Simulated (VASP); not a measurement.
# ZnO (P6_3mc) in VASP: further runs

One crystal, ZnO, is run at these levels: PBE; tasks: relaxation of cell and atoms.

Everything below comes from runs of VASP 6.6.1. Logs are shortened: lines on timing, memory, paths and dates and some standing lists are left out, and cuts for length are marked.

**1. Starting point**

It takes space group P6_3mc (No. 186, hexagonal). Conventional cell: a = 3.249 Å, b = 3.249 Å, c = 5.206 Å, α = 90.00°, β = 90.00°, γ = 120.00°. Around Zn (site symmetry 3m) lie 4 O at 1.97 to 1.98 Å. Around O (site symmetry 3m) lie 4 Zn at 1.97 to 1.98 Å.

**2. Relaxation of cell and atoms, PBE**

Input file INCAR:

```
ALGO = Normal
EDIFF = 1E-7
EDIFFG = -0.002
ENCUT = 900
GGA = PE
IBRION = 2
ISIF = 3
ISMEAR = 0
KPAR = 4
LASPH = True
LCHARG = False
LREAL = False
LWAVE = False
NELM = 80
NSW = 80
PREC = Accurate
SIGMA = 0.02
```

Input file KPOINTS:

```
k-points
0
Gamma
  12 12 6
```

Input file POSCAR:

```
ZnO
1.0
    3.2493080000      0.0000000000      0.0000000000
   -1.6246540000      2.8139832700      0.0000000000
    0.0000000000      0.0000000000      5.2057090000
Zn O
2 2
Direct
    0.3333333300      0.6666666700      0.5000000000
    0.6666666700      0.3333333300      0.0000000000
    0.6666666700      0.3333333300      0.3790100000
    0.3333333300      0.6666666700      0.8790100000
```

Potentials or basis: VASP PAW PBE potentials, release 64 (Zn, O_h).

Started as:

```sh
cat potpaw_PBE.64/Zn/POTCAR potpaw_PBE.64/O_h/POTCAR > POTCAR
mpirun -np 4 vasp_std > vasp.out
```

OUTCAR:

```text
EDIFF = 1E-7
   EDIFFG = -0.002
   ENCUT = 900
   GGA = PE
   IBRION = 2
   ISIF = 3
   ISMEAR = 0
   LASPH = True
   LREAL = False
   NELM = 80
   NSW = 80
   PREC = Accurate

 ion  position               nearest neighbor table
   1  0.333  0.667  0.500-   4 1.97   3 1.98   3 1.98   3 1.98
   2  0.667  0.333  0.000-   3 1.97   4 1.98   4 1.98   4 1.98
   3  0.667  0.333  0.379-   2 1.97   1 1.98   1 1.98   1 1.98
   4  0.333  0.667  0.879-   1 1.97   2 1.98   2 1.98   2 1.98

  LATTYP: Found a hexagonal cell.
 ALAT       =     3.2493080000
 C/A-ratio  =     1.6020977390

  Lattice vectors:

 A1 = (   3.2493080000,   0.0000000000,   0.0000000000)
 A2 = (  -1.6246540000,   2.8139832700,   0.0000000000)
 A3 = (   0.0000000000,   0.0000000000,   5.2057090000)

Analysis of symmetry for initial positions (statically):
=====================================================================
 Subroutine PRICEL returns:
 Original cell was already a primitive cell.

 Routine SETGRP: Setting up the symmetry group for a
 hexagonal supercell.

 Subroutine GETGRP returns: Found 12 space group operations
 (whereof  6 operations were pure point group operations)
 out of a pool of 24 trial point group operations.

The static configuration has the point symmetry C_3v.
 The point group associated with its full space group is C_6v.

Analysis of symmetry for dynamics (positions and initial velocities):
=====================================================================
 Subroutine PRICEL returns:
 Original cell was already a primitive cell.

 Routine SETGRP: Setting up the symmetry group for a
 hexagonal supercell.

 Subroutine GETGRP returns: Found 12 space group operations
 (whereof  6 operations were pure point group operations)
 out of a pool of 24 trial point group operations.

The dynamic configuration has the point symmetry C_3v.
 The point group associated with its full space group is C_6v.

 Subroutine INISYM returns: Found 12 space group operations
 (whereof  6 operations are pure point group operations),
 and found     1 'primitive' translations

----------------------------------------------------------------------------------------

                                     Primitive cell

  volume of cell :      47.5984

  direct lattice vectors                    reciprocal lattice vectors
     3.249308000  0.000000000  0.000000000     0.307757836  0.177684070  0.000000000
    -1.624654000  2.813983270  0.000000000     0.000000000  0.355368140  0.000000000
     0.000000000  0.000000000  5.205709000     0.000000000  0.000000000  0.192096792

  length of vectors
     3.249308000  3.249307998  5.205709000     0.355368140  0.355368140  0.192096792

  position of ions in fractional coordinates (direct lattice)
     0.333333330  0.666666670  0.500000000
     0.666666670  0.333333330  0.000000000
     0.666666670  0.333333330  0.379010000
     0.333333330  0.666666670  0.879010000

  ion indices of the primitive-cell ions
   primitive index   ion index
                 1           1
                 2           2
                 3           3
                 4           4

----------------------------------------------------------------------------------------

 KPOINTS: k-points

Automatic generation of k-mesh.
 Grid dimensions read from file:
 generate k-points for:   12   12    6

 Generating k-lattice:

  Cartesian coordinates                     Fractional coordinates (reciprocal lattice)
     0.025646486  0.014807006  0.000000000     0.083333333  0.000000000  0.000000000
     0.000000000  0.029614012  0.000000000     0.000000000  0.083333333  0.000000000
     0.000000000  0.000000000  0.032016132     0.000000000  0.000000000  0.166666667

  Length of vectors
     0.029614012  0.029614012  0.032016132

  Shift w.r.t. Gamma in fractional coordinates (k-lattice)
     0.000000000  0.000000000  0.000000000

 Subroutine IBZKPT returns following result:
 ===========================================

 Found     76 irreducible k-points:

 Following reciprocal coordinates:
            Coordinates               Weight
  0.000000  0.000000  0.000000      1.000000
  0.083333  0.000000  0.000000      6.000000
  0.166667  0.000000  0.000000      6.000000
  0.250000  0.000000  0.000000      6.000000
  0.333333  0.000000  0.000000      6.000000
  0.416667  0.000000  0.000000      6.000000
[... 16 lines left out ...]
  0.250000  0.000000  0.166667     12.000000
  0.333333  0.000000  0.166667     12.000000
 [... further k-points ...]
   k-points           NKPTS =     76   k-points in BZ     NKDIM =     76   number of bands    NBANDS=     22
   number of dos      NEDOS =    301   number of ions     NIONS =      4
   total plane-waves  NPLWV =  55296
   dimension x,y,z NGX =    32 NGY =   32 NGZ =   54
   dimension x,y,z NGXF=    64 NGYF=   64 NGZF=  108
   ions per type =               2   2
   NGX,Y,Z   is equivalent  to a cutoff of  16.37, 16.37, 17.25 a.u.
   NGXF,Y,Z  is equivalent  to a cutoff of  32.74, 32.74, 34.49 a.u.
 SYSTEM =  unknown system
   PREC   = accura    normal or accurate (medium, high low for compatibility)
   ISTART =      0    job   : 0-new  1-cont  2-samecut
   ICHARG =      2    charge: 1-file 2-atom 10-const
   ISPIN  =      1    spin polarized calculation?
   LNONCOLLINEAR =      F non collinear calculations
   LSORBIT =      F    spin-orbit coupling
   LASPH  =      T    aspherical Exc in radial PAW
   ENCUT  =  900.0 eV  66.15 Ry    8.13 a.u.   7.95  7.95 12.73*2*pi/ulx,y,z
   NELM   =     80;   NELMIN=  2; NELMDL= -5     # of ELM steps
   EDIFF  = 0.1E-06   stopping-criterion for ELM
   LREAL  =      F    real-space projection
   EDIFFG = -.2E-02   stopping-criterion for IOM
   NSW    =     80    number of steps for IOM
   IBRION =      2    ionic relax: 0-MD 1-quasi-New 2-CG
   NFREE  =      1    steps in history (QN), initial steepest desc. (CG)
   ISIF   =      3    stress and relaxation
   ISYM   =      2    0-nonsym 1-usesym 2-fastsym
   POTIM  = 0.5000    time-step for ionic-motion
   TEBEG  =    0.0;   TEEND  =   0.0 temperature during run
   PSTRESS=    0.0 pullay stress
   NELECT =      36.0000    total number of electrons
   NUPDOWN=      -1.0000    fix difference up-down
   EMIN   =  10.00;   EMAX   =-10.00  energy-range for DOS
   EFERMI =   0.00;   METHOD = LEGACY
   ISMEAR =     0;   SIGMA  =   0.02  broadening in eV -4-tet -1-fermi 0-gaus
   EFERMI_NEDOS =   21; number of points for ismear=-14 and -15
   IALGO  =     38    algorithm
   IMIX   =      4    mixing-type and parameters
     AMIX     =   0.40;   BMIX     =  1.00
     AMIX_MAG =   1.60;   BMIX_MAG =  1.00
  volume/ion in A,a.u.               =      11.90        80.30
  Fermi-wavevector in a.u.,A,eV,Ry     =   1.491574  2.818667 30.270160  2.224794
  Thomas-Fermi vector in A             =   2.604212
   LORBIT       =      0    0 simple, 1 ext, 2 COOP (PROOUT), +10 PAW based schemes
   GGA     = PE    functional components
   LHFCALC =     F    Hartree Fock is set to
   AEXX    =    0.0000 exact exchange contribution
   IVDW    =     0    specifies the selected vdW correction
   LEPSILON=     F    determine dielectric tensor
   LRPA    =     F    only Hartree local field effects (RPA)
 conjugate gradient relaxation of ions
 non-spin polarized calculation
 Gauss-broadening in eV      SIGMA  =   0.02
  energy-cutoff  :      900.00
  volume of cell :       47.60
 maximum number of plane-waves:      2943
 NGX is ok and might be reduce to    32
   NGX = 15   NGY = 15   NGZ = 25

--------------------------------------- Ionic step        1  -------------------------------------------

 number of electron      35.9999997 magnetization

 Free energy of the ion-electron system (eV)
  ---------------------------------------------------
  ext. energy  EPLUGINS =         0.00000000
  ---------------------------------------------------
  free energy    TOTEN  =       -17.83550734 eV

  energy without entropy =      -17.83550734  energy(sigma->0) =      -17.83550734

------------------------ aborting loop because EDIFF is reached ----------------------------------------

  FORCE on cell =-STRESS in cart. coord.  units (eV):
  Direction    XX          YY          ZZ          XY          YZ          ZX
  --------------------------------------------------------------------------------------
  -------------------------------------------------------------------------------------
  Total        1.4744776      1.4744776      1.9967455      0.0000000      0.0000000      0.0000000
  in kB       49.6313967     49.6313966     67.2111031      0.0000000      0.0000000      0.0000000
  external PRESSURE =      55.4912988 kB  Pullay stress =       0.0000000 kB
[... 95 lines left out ...]
  FREE ENERGIE OF THE ION-ELECTRON SYSTEM (eV)
  ---------------------------------------------------
  free  energy   TOTEN  =       -17.8674459726 eV

  energy  without entropy=      -17.8674459726  energy(sigma->0) =      -17.86744597

[... ionic steps 4 to 12 ...]

--------------------------------------- Ionic step       13  -------------------------------------------

 number of electron      36.0000002 magnetization

------------------------ aborting loop because EDIFF is reached ----------------------------------------

  FORCE on cell =-STRESS in cart. coord.  units (eV):
  Direction    XX          YY          ZZ          XY          YZ          ZX
  --------------------------------------------------------------------------------------
  -------------------------------------------------------------------------------------
  Total        0.0046508      0.0046508     -0.0017885      0.0000000      0.0000000      0.0000000
  in kB        0.1507833      0.1507833     -0.0579853      0.0000000      0.0000000      0.0000000
  external PRESSURE =       0.0811937 kB  Pullay stress =       0.0000000 kB
[... 61 lines left out ...]
  energy  without entropy=      -17.8675524321  energy(sigma->0) =      -17.86755243

--------------------------------------- Ionic step       15  -------------------------------------------

 number of electron      36.0000002 magnetization

 Free energy of the ion-electron system (eV)
  ---------------------------------------------------
  ext. energy  EPLUGINS =         0.00000000
  ---------------------------------------------------
  free energy    TOTEN  =       -17.86755243 eV

  energy without entropy =      -17.86755243  energy(sigma->0) =      -17.86755243

 E-fermi :   1.3449     XC(G=0): -10.7163

 val. band max:        1.1843164570   @ k =   0.0000   0.0000   0.0000
 cond. band min:       1.9109908126   @ k =   0.0000   0.0000   0.0000
 fundamental gap:      0.7266743556
 Fermi energy:         1.3448530103

 k-point     1 :       0.0000    0.0000    0.0000
  band No.  band energies     occupation
      1     -16.6156      2.00000
      2     -15.9513      2.00000
      3      -4.3419      2.00000
      4      -4.3419      2.00000
      5      -4.3001      2.00000
      6      -4.1774      2.00000
[... 574 lines left out ...]
      6      -3.9645      2.00000
[... 14 lines left out ...]
     21       9.3594      0.00000
     22       9.9077      0.00000

 [... further k-points ...]

------------------------ aborting loop because EDIFF is reached ----------------------------------------

  FORCE on cell =-STRESS in cart. coord.  units (eV):
  Direction    XX          YY          ZZ          XY          YZ          ZX
  --------------------------------------------------------------------------------------
  -------------------------------------------------------------------------------------
  Total        0.0025563      0.0025563      0.0017730      0.0000000      0.0000000      0.0000000
  in kB        0.0828815      0.0828815      0.0574839      0.0000000      0.0000000      0.0000000
  external PRESSURE =       0.0744156 kB  Pullay stress =       0.0000000 kB
[... 19 lines left out ...]
  FREE ENERGIE OF THE ION-ELECTRON SYSTEM (eV)
  ---------------------------------------------------
  free  energy   TOTEN  =       -17.8675524274 eV

  energy  without entropy=      -17.8675524274  energy(sigma->0) =      -17.86755243

 reached required accuracy - stopping structural energy minimisation
```

It took 3 min on 4 MPI ranks of Intel Xeon 6975P-C (Granite Rapids), shared host; peak memory 0.34 GiB.

What came out:

| Quantity | Value |
| --- | --- |
| Free energy | -17.8676 eV |
| Relaxed volume | 12.35 Å³/atom |
| Relaxed cell | a = 3.283 Å, b = 3.283 Å, c = 5.295 Å, α = 90.00°, β = 90.00°, γ = 120.00° |
| Space group after relaxing (to 0.05 Å) | P6_3mc (No. 186) |
| Energy gained by relaxing | 8.0 meV/atom |
| Ionic steps | 15 |
| Pressure after relaxing | 0.0 GPa |
| Band gap on the k mesh | 0.73 eV, direct |

The path:
```tsv
step	energy change (eV)	largest force (eV/Å)	pressure (GPa)	volume (Å³)
1	0.0000	0.0736	5.55	47.60
2	-0.0221	0.0278	-2.84	50.49
3	-0.0319	0.0010	-0.09	49.43
4	-0.0319	0.0022	0.04	49.40
5	-0.0320	0.0080	0.07	49.39
6	-0.0320	0.0112	0.12	49.38
7	-0.0320	0.0104	-0.06	49.44
8	-0.0320	0.0104	-0.05	49.43
9	-0.0320	0.0035	-0.04	49.43
10	-0.0320	0.0008	-0.03	49.43
11	-0.0320	0.0011	0.04	49.41
12	-0.0320	0.0007	0.02	49.41
13	-0.0320	0.0021	0.01	49.42
14	-0.0320	0.0021	0.01	49.42
15	-0.0320	0.0017	0.01	49.42
```

Final structure:
```yaml
crystal:
  lattice:
    - [3.28272, 0.00000, 0.00000]
    - [-1.64136, 2.84292, 0.00000]
    - [0.00000, 0.00000, 5.29504]
  atoms:
    - { symbol: Zn, position: [0.33333, 0.66667, 0.49987] }
    - { symbol: Zn, position: [0.66667, 0.33333, 0.99987] }
    - { symbol: O, position: [0.66667, 0.33333, 0.37914] }
    - { symbol: O, position: [0.33333, 0.66667, 0.87914] }
```

Caveat: the cutoff is under 1.25 times the usual one of these potentials, so pressure, stress and relaxed cells hold a basis-set (Pulay) error.

(Part 1 of 2 ends here.)
